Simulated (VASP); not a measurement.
Input of a VASP 6.6.1 run:

The input INCAR:

```
SYSTEM = As
ALGO     = Fast           ! electronic algorithm
DIPOL    = 0.5 0.5 0.500
EDIFF    = 1E-6           ! SCF threshold, eV
ENCUT    = 520            ! plane-wave cutoff, eV
GGA      = PE             ! functional
IDIPOL   = 3            
ISIF     = 2              ! what is computed and relaxed
ISMEAR   = 0              ! smearing method
IVDW     = 12             ! dispersion correction
KPAR     = 2            
LASPH    = .TRUE.         ! aspherical terms in the spheres
LCHARG   = .TRUE.         ! write CHGCAR
LDIPOL   = .TRUE.       
LREAL    = .FALSE.        ! projectors in reciprocal space
LVACPOTAV= .TRUE.       
LVHAR    = .TRUE.       
LWAVE    = .FALSE.        ! write WAVECAR
NELM     = 60             ! most SCF steps
PREC     = Accurate       ! precision mode
SIGMA    = 0.04           ! smearing width, eV
```

File KPOINTS:

```
k-points
0
G
  12 12 1
  0 0 0
```

File POSCAR:

```
As                                      
1.0
    3.5936872800      0.0000000000      0.0000000000
   -1.7968436400      3.1122245200      0.0000000000
    0.0000000000      0.0000000000     23.9101451400
  As            
     2
Direct
     0.6666669999999968    0.3333330000000032    0.4707237200000023
     0.0000000000000000    0.0000000000000000    0.5292762799999977
```

Potentials or basis: VASP PAW PBE potentials, release 64 (As).

Launch:

```console
$ cat potpaw_PBE.64/As/POTCAR > POTCAR
$ mpirun -np 2 vasp_std > vasp.out
```

(1) Predict the dispersion energy per atom.

(2) What does it give for the ionisation potential of the upper face?

(3) What does it give for the largest force?

(4) Estimate the band gap on the k mesh.

Results:

(1) -0.209 eV.

(2) 5.32 eV.

(3) 0.016 eV/Å.

(4) 1.58 eV, indirect (least direct gap 1.97 eV).
